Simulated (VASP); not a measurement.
# HfB₂: kinetic-energy density

HfB₂, P6/mmm (no. 191), 3 atoms in the cell. PBE; PAW potentials Hf_pv, B (PBE set).

## Input

INCAR:
```
PREC = Accurate
ENCUT = 520
EDIFF = 1E-7
ISMEAR = 0
SIGMA = 0.02
LREAL = F
LASPH = T
ALGO = Normal
NELM = 100
ISIF = 2
LWAVE = F
LCHARG = T
LTAU = T
```

KPOINTS:
```
k-points
0
Gamma
  8 8 7
```

POSCAR:
```
HfB2
1.0
    3.1400000000      0.0000000000      0.0000000000
   -1.5700000000      2.7193197679      0.0000000000
    0.0000000000      0.0000000000      3.4800000000
Hf B
1 2
Direct
    0.0000000000      0.0000000000      0.0000000000
    0.6666666667      0.3333333333      0.5000000000
    0.3333333333      0.6666666667      0.5000000000
```

Commands:
```
cat potpaw_PBE.64/Hf_pv/POTCAR potpaw_PBE.64/B/POTCAR > POTCAR
mpirun -np 1 vasp_std > vasp.out
```

## Result

- Kinetic energy of the pseudo orbitals (eV): 285.26

VASP 6.6.1 took 7.1 s on 1 core (Intel Xeon Platinum 8488C (Sapphire Rapids)), a shared host.
